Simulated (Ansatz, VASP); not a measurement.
**One calculation of Fe, two programs**

File INCAR:

```
PREC     = Accurate       # precision mode
ENCUT    = 520            # plane-wave cutoff, eV
EDIFF    = 1E-7           # SCF threshold, eV
ISMEAR   = -1             # smearing method
SIGMA    = 0.05           # smearing width, eV
LREAL    = False          # projectors in reciprocal space
LASPH    = True           # aspherical terms in the spheres
NELM     = 150            # most SCF steps
ALGO     = Normal         # electronic algorithm
ISIF     = 2              # what is computed and relaxed
LWAVE    = False          # write WAVECAR
LCHARG   = False          # write CHGCAR
ISPIN    = 2              # spin polarisation
MAGMOM   = 1.988          # initial moments
LORBIT   = 11             # projections on sites
LMAXMIX  = 4              # l up to which the mixer works
NBANDS   = 14             # bands
```

KPOINTS

```
regular mesh
0
Gamma
  4 4 4
```

Contents of POSCAR:

```
Fe
1.0
   -1.3745984210      1.3745984210      1.3745984210
    1.3745984210     -1.3745984210      1.3745984210
    1.3745984210      1.3745984210     -1.3745984210
Fe
1
Direct
    0.0000000000      0.0000000000      0.0000000000
```

Input for Ansatz:

```yaml
crystal:
  lattice:
    - [-1.374598421, 1.374598421, 1.374598421]
    - [1.374598421, -1.374598421, 1.374598421]
    - [1.374598421, 1.374598421, -1.374598421]
  atoms:
    - { symbol: Fe, position: [0.0, 0.0, 0.0], spin: 1.988 }
hamiltonian:
  xc: lda
  pseudopotentials:
    kind: paw
    azcp:
      Fe: "pseudopotentials/Fe.paw.azcp"
basis:
  ecutwfc: 420
  fft_grid_basis: typed
kpoints:
  mp_grid: { grid: [4, 4, 4], shift: [0, 0, 0] }
magnetization:
  spin_polarized: true
scf:
  occupations: { method: fermi_dirac, width: 0.05 }
  lower_state_search: "off"
output:
  stress: true
```

Alike in both runs: task single point; functional LDA; k mesh 4 × 4 × 4; occupations fermi-dirac, width 0.05 eV; collinear spin.

|  | VASP | Ansatz |
| --- | --- | --- |
| version | VASP 6.6.1 | Ansatz 0.2.0 |
| potentials or method | VASP PAW LDA potentials, release 64 (Fe) | plane waves (420 eV) with PAW, scalar-relativistic |
| plane-wave cutoff (eV) | 520 | 420 |
| valence electrons in the cell | 8 | 16 |

VASP gave:

```
pressure (GPa)                                                : -4.9
net moment per atom (μB)                                      : 1.80
size of the moment on the site where the two differ most (μB) : 1.77
```

Task: Estimate Ansatz's values.

Result: Pressure (GPa): -4.3; net moment per atom (μB): 1.87; size of the moment on the site where the two differ most (μB): 1.83.

Site moments also hang on the region over which each program counts them. The two sets of potentials don't hold the same shells in valence. Ansatz warned: «pseudo_functional_mismatch».

Caveats: the k mesh is coarse (spacing up to 0.81 Å⁻¹), so the values aren't converged.
